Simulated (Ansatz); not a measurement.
**ZnO: a single-point run**

The task is a single-point run on ZnO. The structure is shown as the input types it. The cell is built on a prototype (rocksalt) and needn't be the phase found in nature.

Computed with Ansatz 0.2.0 (density functional or hybrid calculation with the settings of its input, plane waves (as first typed), unless a step's input says otherwise).

4 further runs of the same task are left out: 1 for a known fault of the program, 3 that didn't finish.

## (1) Starting point

It takes space group Fm-3m (No. 225, cubic). The conventional cell has a = 4.268 Å, b = 4.268 Å, c = 4.268 Å, α = 90.00°, β = 90.00°, γ = 90.00°. Zn (site symmetry m-3m) is surrounded by 6 O at 2.13 Å. O (site symmetry m-3m) has 6 Zn at 2.13 Å as nearest neighbours.

The input asks for a charge of +2 e on the cell.

Structure file:

```cif
data_structure
_symmetry_space_group_name_H-M 'Fm-3m'
_symmetry_Int_Tables_number 225
_cell_length_a 4.2675
_cell_length_b 4.2675
_cell_length_c 4.2675
_cell_angle_alpha 90.000
_cell_angle_beta 90.000
_cell_angle_gamma 90.000
_cell_volume 77.72
loop_
_atom_site_label
_atom_site_type_symbol
_atom_site_symmetry_multiplicity
_atom_site_Wyckoff_symbol
_atom_site_fract_x
_atom_site_fract_y
_atom_site_fract_z
_atom_site_occupancy
Zn1 Zn 4 a 0.00000 0.00000 0.00000 1
O1 O 4 b 0.50000 0.00000 0.00000 1
```

## (2) Running it

input.yaml

```yaml
crystal:
  lattice:
    - [0.0, 2.1337703963, 2.1337703963]
    - [2.1337703963, 0.0, 2.1337703963]
    - [2.1337703963, 2.1337703963, 0.0]
  atoms:
    - { symbol: Zn, position: [0.0, 0.0, 0.0] }
    - { symbol: O, position: [0.5, 0.5, 0.5] }
kpoints:
  mp_grid: { grid: [8, 8, 8] }
hamiltonian:
  xc: r2scan
scf:
  occupations: { method: fixed }
  n_extra_bands: 4
  max_iter: 56
output:
  forces: true
  stress: true
  eigenvalues: true
total_charge: 2
```

Started as:

```console
$ ansatz run input.yaml --threads 4 --pin off --max-ram 3686MiB --backend cpu --events-out ev --progress --plain --runs-dir out
```

**Question.** How will this run end, and is anything wrong with its input?

The run converged and reported no error, with warnings (band overlap at count, metallic iterate, unresolved pair at count). Its log warns: «a fill by count may have filled part of one level: at k-index 1 the highest filled band, 6.534628 eV, and the lowest empty band, 6.534628 eV, stand 8.882e-16 eV apart ...»

The suspect setting: total_charge is 2. With this charge the calculation describes a differently charged system.

The test: delete total_charge (the default then holds).
